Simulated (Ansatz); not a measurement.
## Au: enthalpy against pressure

Au, Cmcm, a = 2.840 Å, b = 5.101 Å, c = 4.857 Å. This isn't the element's structure at ambient conditions. Ansatz: r2SCAN, PAW, 500 eV, Γ-centred 16×16×10 mesh on 2 atoms, Gaussian smearing 0.10 eV; no spin polarisation. Cell and atoms are relaxed at each pressure, and no other structure is tried, so the rows at high pressure may lie past a change of phase. y is the enthalpy over the state at zero pressure; there V0 = 17.591 Å³/atom. The pressures are the targets, met within 0.03 GPa.

| P (GPa) | y (eV/atom) |
| --- | --- |
| -3.0 | -0.3329 |
| 0.0 | 0.0000 |
| 3.0 | 0.3262 |
| 8.0 | 0.8573 |
| 15.0 | 1.5787 |
| 30.0 | ? |
| 60.0 | 5.8152 |

Task: Fit y = c1 P + c2 P² + c3 P³ to the other rows, say what c1 and c2 mean, and predict the missing value.

Result: Least squares on the rows shown. y = 0.10976 P − 0.00033119 P² + 1.9532×10⁻⁶ P³. Since dH/dP = V, c1 is V0: 0.10976 eV/GPa × 160.2 = 17.584 Å³ against 17.591; c2 = −V0/(2B0) gives B0 = 166 GPa, where a Birch–Murnaghan fit to the volumes of the same runs (not shown) gives 150 GPa: a cubic over this range folds the higher terms into c2. Above P = −c2/(3 c3) = 57 GPa the cubic's slope, the volume, would rise with pressure, so the form fails there. At P = 30.0 the fit asked for gives 3.0475 eV/atom. The run gave 3.0561 eV/atom, so the fit is 0.0086 eV/atom too low, 0.14 % of the span of the series, against an rms of 0.0004 eV/atom on the fitted rows. With a term in P⁴ added, a fit to the same known rows predicts 3.0622 eV/atom, a smaller miss on the other side. Also, this row ran on the mesh 18×18×10, its neighbour on 16×16×10, which can shift it a little.

The mesh isn't the same in all rows (16×16×10, 18×18×10). Spin–orbit coupling is left out, which can shift energies with elements as heavy as these.